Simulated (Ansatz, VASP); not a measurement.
## Two plane-wave programs on Sn

Contents of INCAR:

```
SYSTEM = Sn
  PREC = Accurate
  ENCUT = 520
  EDIFF = 1E-7
  ISMEAR = 0
  SIGMA = 0.15
  LREAL = .False.
  LASPH = .True.
  NELM = 100
  ALGO = Fast
  ISIF = 2
  LWAVE = .False.
  LCHARG = .False.
  NBANDS = 13
```

The input KPOINTS:

```
regular mesh
0
Gamma
  18 18 18
  0 0 0
```

POSCAR

```
Sn
1.0
   -1.8946518192      1.8946518192      1.9893844102
    1.8946518192     -1.8946518192      1.9893844102
    1.8946518192      1.8946518192     -1.9893844102
Sn
1
Direct
    0.0000000000      0.0000000000      0.0000000000
```

Input for Ansatz:

```yaml
crystal:
  lattice:
    - [-1.8946518192, 1.8946518192, 1.9893844102]
    - [1.8946518192, -1.8946518192, 1.9893844102]
    - [1.8946518192, 1.8946518192, -1.9893844102]
  atoms:
    - { symbol: Sn, position: [0.0, 0.0, 0.0] }
basis:
  ecutwfc: 420
kpoints:
  mp_grid: { grid: [18, 18, 18] }
hamiltonian:
  xc: lda
scf:
  occupations: { method: gaussian, width: 0.15 }
output:
  forces: true
  stress: true
  eigenvalues: true
```

Change from the starting cell: strain +0.0500 x Voigt [0, 0, 1, 0, 0, 0], atoms carried along.

Alike in both runs: task single point; functional LDA; k mesh 18 × 18 × 18; occupations gaussian, width 0.15 eV; no spin polarisation.

|  | VASP | Ansatz |
| --- | --- | --- |
| version | VASP 6.6.1 | Ansatz 0.2.0 |
| potentials or method | VASP PAW LDA potentials, release 64 (Sn_d) | scalar-relativistic, plane waves, PAW |
| plane-wave cutoff (eV) | 520 | 420 |
| valence electrons in the cell | 14 | 14 |

```csv
,VASP,Ansatz,Ansatz less VASP
gap on the k mesh at the Fermi level (eV),none,none,-
pressure (GPa),-5.1,-5.1,0.00
largest component of the traceless stress (GPa),0.41,0.41,-0.003
```

A gap of «none» marks a metal or a gap that the smearing closes.
